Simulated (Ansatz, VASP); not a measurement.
## Two plane-wave programs on Sc

```
Sc
1.0
     5.31198    0.00000    0.00000
     0.00000    5.31198    0.00000
     0.00000    0.00000    3.36508
Sc
4
Direct
  0.00000 0.50000 0.46734
  0.50000 0.00000 0.53266
  0.00000 0.00000 0.00000
  0.50000 0.50000 0.00000
```

Change from the starting cell: volume scaled by 0.94.

Alike in both runs: task single point; functional PBE; k mesh 5 × 5 × 8; occupations fermi-dirac, width 0.05 eV; no spin polarisation.

|  | VASP | Ansatz |
| --- | --- | --- |
| version | VASP 6.6.1 | Ansatz 0.2.0 |
| potentials or method | VASP PAW PBE potentials, release 64 (Sc_sv) | Ansatz PAW |
| plane-wave cutoff (eV) | 520 | 420 |
| valence electrons in the cell | 44 | 44 |

Ansatz gave:

- gap on the k mesh at the Fermi level (eV): none
- pressure (GPa): 2.4
- largest component of the traceless stress (GPa): 0.53
- rms of the force components (eV/Å): 0.072

Problem. Which values does VASP return?

Solution. gap on the k mesh at the Fermi level (eV): none; pressure (GPa): 2.5; largest component of the traceless stress (GPa): 0.52; rms of the force components (eV/Å): 0.072.

Atom by atom the forces differ by 0.000 eV/Å (rms over components). A gap of «none» marks a metal or a gap that the smearing closes.
